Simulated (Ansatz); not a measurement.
# SnSe: response to strain

Aim: deform SnSe (equal xy, yz and zx engineering shear strains of -1 %) and compute stress, forces and field gradients with LAPW, PAW and all-electron datasets made for the crystal.

Computed with Ansatz 0.2.0 (DFT PBE, scalar-relativistic, unless a step's input says otherwise).

### Step 1. The system as given

Symmetry: Fm-3m, No. 225, cubic system. The conventional cell has a = 6.020 Å, b = 6.020 Å, c = 6.020 Å, α = 90.00°, β = 90.00°, γ = 90.00°. Sn (site symmetry m-3m) has 6 Se at 3.01 Å as nearest neighbours. Around Se (site symmetry m-3m) lie 6 Sn at 3.01 Å.

Structure file:

```
Sn Se
1.0
     0.00000    3.01000    3.01000
     3.01000    0.00000    3.01000
     3.01000    3.01000    0.00000
Sn Se
1 1
Direct
  0.00000 0.00000 0.00000
  0.50000 0.50000 0.50000
```

Atoms are numbered in the order of the input: Sn1, Se2.

### Step 2. After the deformation

Space group Fm-3m before, R-3m after.

### Step 3. LAPW, all electrons

Contents of input.yaml:

```yaml
crystal:
  lattice:
    - [-0.0301, 2.99495, 2.99495]
    - [2.99495, -0.0301, 2.99495]
    - [2.99495, 2.99495, -0.0301]
  atoms:
    - { symbol: Sn, position: [0.0, 0.0, 0.0] }
    - { symbol: Se, position: [0.5, 0.5, 0.5] }
kpoints:
  mp_grid: { grid: [9, 9, 9] }
  band_path:
    path:
      - [0.0, 0.0, 0.0]
      - [0.5, 0.5, 0.5]
      - [0.2525443832, 0.5, 0.7474556168]
      - [-0.2525443832, 0.2525443832, 0.5]
      - [0.0, 0.0, 0.5]
      - [0.0, 0.0, 0.0]
      - [-0.3762721916, 0.0, 0.3762721916]
      - [0.0, 0.3762721916, 0.6237278084]
      - [0.0, 0.5, 0.5]
    npoints: 5
scf:
  occupations: { method: fermi_dirac, width: 0.02 }
hamiltonian:
  xc: pbe
  pseudopotentials: { kind: all_electron, lapw: { basis_error: 0.00025 } }
output:
  forces: true
  stress: true
  eigenvalues: true
```

Command:

```console
ansatz run input.yaml --threads 1 --pin off --max-ram 3072MiB --backend cpu --events-out ev --progress --plain --runs-dir out
```

### Step 4. PAW on the default files

Contents of input.yaml:

```yaml
crystal:
  lattice:
    - [-0.0301, 2.99495, 2.99495]
    - [2.99495, -0.0301, 2.99495]
    - [2.99495, 2.99495, -0.0301]
  atoms:
    - { symbol: Sn, position: [0.0, 0.0, 0.0] }
    - { symbol: Se, position: [0.5, 0.5, 0.5] }
kpoints:
  mp_grid: { grid: [9, 9, 9] }
scf:
  occupations: { method: fermi_dirac, width: 0.02 }
hamiltonian:
  xc: pbe
  pseudopotentials: { kind: paw }
output:
  forces: true
  stress: true
  eigenvalues: true
  efg: { contact_densities: true }
```

### Step 5. Datasets made for this crystal

input.yaml: that of step 4 with these lines changed.

```diff
@@ -14,3 +14,3 @@
   xc: pbe
-  pseudopotentials: { kind: paw }
+  pseudopotentials: { kind: all_electron, datasets: crystal }
 output:
```

(Steps that only read results are left out.)

What does the calculation give? Wanted: pressure; largest shear or deviatoric stress.

The runs gave:

| quantity | value |
| --- | --- |
| pressure | LAPW 1.03, PAW 1.03, crystal datasets 1.02 GPa |
| largest shear or deviatoric stress (LAPW) | 0.18 GPa |

The largest part of the stress beyond the pressure is 0.18 GPa in size; the atoms are carried along and not relaxed. No run of the undeformed cell stands beside it, so the pressure holds what the given cell had before the change. PAW: stress within 0.01 GPa of LAPW. Crystal datasets: stress within 0.01 GPa of LAPW.
